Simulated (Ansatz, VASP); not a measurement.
Rb in VASP and in Ansatz

The input INCAR:

```
SYSTEM = Rb
PREC     = Accurate       ! precision mode
ENCUT    = 520            ! plane-wave cutoff, eV
EDIFF    = 1E-6           ! SCF threshold, eV
ISMEAR   = -1             ! smearing method
SIGMA    = 0.01           ! smearing width, eV
LREAL    = .FALSE.        ! projectors in reciprocal space
LASPH    = .TRUE.         ! aspherical terms in the spheres
NELM     = 60             ! most SCF steps
ALGO     = Normal         ! electronic algorithm
ISIF     = 2              ! what is computed and relaxed
LWAVE    = .FALSE.        ! write WAVECAR
LCHARG   = .TRUE.         ! write CHGCAR
GGA      = PE             ! functional
LELF     = .TRUE.         ! ELF
LVHAR    = .TRUE.       
NBANDS   = 10             ! bands
```

The input KPOINTS:

```
Automatic mesh
0
G
  8 8 8
  0 0 0
```

File POSCAR:

```
Rb
1.0
   -2.8359049291      2.8359049291      2.8359049291
    2.8359049291     -2.8359049291      2.8359049291
    2.8359049291      2.8359049291     -2.8359049291
Rb
1
Direct
    0.0000000000      0.0000000000      0.0000000000
```

Input for Ansatz:

```yaml
crystal:
  lattice:
    - [-2.8359049291, 2.8359049291, 2.8359049291]
    - [2.8359049291, -2.8359049291, 2.8359049291]
    - [2.8359049291, 2.8359049291, -2.8359049291]
  atoms:
    - { symbol: Rb, position: [0.0, 0.0, 0.0] }
hamiltonian:
  xc: pbe
  pseudopotentials:
    kind: paw
    azcp:
      Rb: "pseudopotentials/Rb.paw.azcp"
basis:
  ecutwfc: 420
  fft_grid_basis: typed
kpoints:
  mp_grid: { grid: [8, 8, 8], shift: [0, 0, 0] }
magnetization:
  spin_polarized: false
scf:
  occupations: { method: fermi_dirac, width: 0.01 }
  lower_state_search: "off"
output:
  stress: true
```

Alike in both runs: task single point; functional PBE; k mesh 8 × 8 × 8; occupations fermi-dirac, width 0.01 eV; no spin polarisation.

```csv
,VASP,Ansatz
version,VASP 6.6.1,Ansatz 0.2.0
potentials or method,"VASP PAW PBE potentials, release 64 (Rb_sv)","plane waves (420 eV) with PAW, scalar-relativistic"
plane-wave cutoff (eV),520,420
valence electrons in the cell,9,9
```

|  | VASP | Ansatz | Ansatz less VASP |
| --- | --- | --- | --- |
| pressure (GPa) | 0.0 | 0.0 | 0.00 |
